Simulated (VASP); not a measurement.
# CdF2: single point with LDA

Crystal: CdF2.

```
Cd F
1.0
     0.00000    2.64883    2.64883
     2.64883    0.00000    2.64883
     2.64883    2.64883    0.00000
Cd F
1 2
Cartesian
  0.0000 -0.3000 0.0000
  1.3244 1.3244 1.3244
  3.9732 3.9732 3.9732
```

The cell isn't the ideal one: atom 1 (Cd) moved by (-0.300, +0.000) A along y and z.

```
Program                : VASP 6.6.1
Task                   : single point
Functional             : LDA
Potentials or basis    : VASP PAW LDA potentials, release 64 (Cd, F)
Cutoff                 : 520 eV
k mesh                 : 8 × 8 × 8
Occupations            : gaussian, width 0.05 eV
Spin                   : no spin polarisation
Dipole correction      : no
Further INCAR settings : ALGO = Fast; EDIFF = 1e-06; NBANDS = 20
```

```
Pressure               : 7.4 GPa
Largest force          : 1.973 eV/Å
Band gap on the k mesh : 2.82 eV, indirect (least direct gap 3.39 eV)
```

Forces on the atoms (eV/Å):
```
Cd   0.000  1.973  0.000
F    0.000 -0.987  0.000
F    0.000 -0.987  0.000
```

Stress tensor (GPa, compression positive):
```
9.31 0.00 0.00
0.00 3.62 0.00
0.00 0.00 9.31
```

Levels at points of the mesh, in eV from the valence-band top:
```tsv
k point	band 10	band 11	band 12	band 13	band 14	band 15	band 16	band 17
(0.00, 0.00, 0.00)	-0.98	-0.70	-0.70	-0.57	2.82	12.39	12.68	12.68
(0.50, 0.00, 0.00)	-2.18	-2.09	-0.59	-0.50	7.11	8.79	14.61	14.63
(0.50, 0.50, 0.00)	-2.65	-0.73	-0.58	-0.07	7.85	9.56	11.09	14.39
(0.50, 0.00, 0.50)	-3.20	-0.55	-0.37	-0.37	8.00	9.36	11.38	14.34
```

Wall time 50 s on 1 thread of Intel(R) Xeon(R) Platinum 8375C CPU @ 2.90GHz (Ice Lake) (shared host), peak memory 0.16 GiB.

Caveat: forces of over 1 eV/Å show positions far from the minimum, so gaps and moduli don't describe the material at rest. A k mesh can miss the band edges.
